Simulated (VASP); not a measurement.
Wanted: the native input for a VASP 6.6.1 run.

| Property | Result |
| --- | --- |
| Task | single point |
| Functional | RPBE |
| Potentials or basis | VASP PAW PBE potentials, release 64 (Zr_sv_GW) |
| Cutoff | 550 eV |
| k mesh | 10 × 10 × 10 |
| Occupations | gaussian, width 0.1 eV |
| Spin | no spin polarisation |
| Further INCAR settings | ALGO = Normal; EDIFF = 1e-07; NBANDS = 12 |

The structure of Zr lies in POSCAR:

```
Zr
1.0
   -1.8100000000      1.8100000000      1.8100000000
    1.8100000000     -1.8100000000      1.8100000000
    1.8100000000      1.8100000000     -1.8100000000
Zr
1
Cartesian
    0.0000000000      0.0000000000      0.0000000000
```

This isn't the form of Zr at room conditions, which is hcp.

The input as run:

INCAR

```
  ALGO = Normal
  EDIFF = 1E-7
  ENCUT = 550
  GGA = RP
  ISIF = 2
  ISMEAR = 0
  LASPH = T
  LCHARG = F
  LREAL = F
  LWAVE = F
  NBANDS = 12
  NELM = 60
  PREC = Accurate
  SIGMA = 0.1
```

KPOINTS

```
k-points
0
Gamma
  10 10 10
```

Potentials or basis: VASP PAW PBE potentials, release 64 (Zr_sv_GW).

The run is started by

```sh
$ cat potpaw_PBE.64/Zr_sv_GW/POTCAR > POTCAR
$ mpirun -np 1 vasp_std > vasp.out
```

Results of the run:

```yaml
Pressure: -1.8 GPa
Band_gap_on_the_k_mesh: none (metal or under the smearing width)
```

Caveat: the PAW data sets were made with another functional, which shifts forces and pressure a little.

It took 16 s on 1 thread of AMD EPYC 7R13 Processor (Zen 3) (shared host), peak memory 0.12 GiB.
